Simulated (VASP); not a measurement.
C, 2 atoms in the cell. The structure is cubic, space group Fd-3m (No. 227). Conventional cell: a = 3.567 Å, b = 3.567 Å, c = 3.567 Å, α = 90.00°, β = 90.00°, γ = 90.00°. C (site symmetry -43m) has 4 C at 1.54 Å as nearest neighbours. This isn't the form of C at room conditions, which is graphite.

```yaml
Program: VASP 6.6.1
Task: relaxation of cell and atoms
Functional: PBEsol
Potentials_or_basis: VASP PAW PBE potentials, release 64 (C)
Cutoff: 600 eV
k_mesh: 17 × 17 × 17
Occupations: fermi-dirac, width 0.05 eV
Spin: no spin polarisation
Further_INCAR_settings: ALGO = Fast; EDIFF = 1e-06; IBRION = 2; EDIFFG = -0.005; NSW = 60; ISIF = 3
```

Potentials or basis: VASP PAW PBE potentials, release 64 (C).

Launch:

```bash
$ cat potpaw_PBE.64/C/POTCAR > POTCAR
$ mpirun -np 1 vasp_std > vasp.out
```

Hardware: 1 thread of Intel(R) Xeon(R) Platinum 8259CL CPU @ 2.50GHz (Skylake/Cascade Lake), with other jobs on the host.

How long does it take, and how much memory?

Wall time 39 s on 1 thread of Intel(R) Xeon(R) Platinum 8259CL CPU @ 2.50GHz (Skylake/Cascade Lake), on a shared host, peak memory 0.13 GiB. Counts: scf iterations 23, k points 165, ion steps 3.
